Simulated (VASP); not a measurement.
**PbF2 (Fluorocronite) under changes of volume**

One of the cells (16.341 Å³/atom); the others are scaled copies at fixed shape and fractional positions:

```
CELL_PARAMETERS angstrom
0.00000 2.90483 2.90483
2.90483 0.00000 2.90483
2.90483 2.90483 0.00000
ATOMIC_POSITIONS crystal
Pb 0.00000 0.00000 0.00000
F 0.75000 0.75000 0.75000
F 0.25000 0.25000 0.25000
```

| Quantity | Value |
| --- | --- |
| Program | VASP 6.6.1 |
| Functional | LDA |
| Potentials or basis | VASP PAW LDA potentials, release 64 (Pb_d, F) |
| Cutoff | 520 eV |
| k mesh | 8 × 8 × 8 |
| Occupations | gaussian, width 0.02 eV |
| Spin | no spin polarisation |

```tsv
volume (Å³/atom)	energy over the lowest point (meV/atom)	pressure (GPa)	gap on the mesh (eV)
15.687	9.68	4.2	4.18
16.014	2.82	2.0	4.19
16.341	0.00	0.1	4.20
16.668	0.86	-1.6	4.21
16.994	?	?	?
```

**Question.** What does the run at 16.994 Å³/atom give?

**Answer.** Energy over the lowest point 5.02 meV/atom; pressure -3.1 GPa; gap on the mesh 4.22 eV.

Worked out: A Birch-Murnaghan fit of order 2 (a polynomial in V^(-2/3)) to the other rows has its minimum at 16.42 Å³/atom with B0 = V·E''(V) = 88 GPa. It gives 5.02 meV/atom at 16.994 Å³/atom, against the run's 5.02, and -dE/dV = -2.8 GPa, against -3.1. A straight line through the other rows of the gap, of slope 0.495 eV per unit of ln V, extrapolates to 4.22 eV, against the run's 4.22.

Energies are extrapolated to zero smearing.

Caveats: spin-orbit coupling is left out, which as a rule narrows the gap of such compounds by several tenths of an eV.

A mesh can miss the band edges.
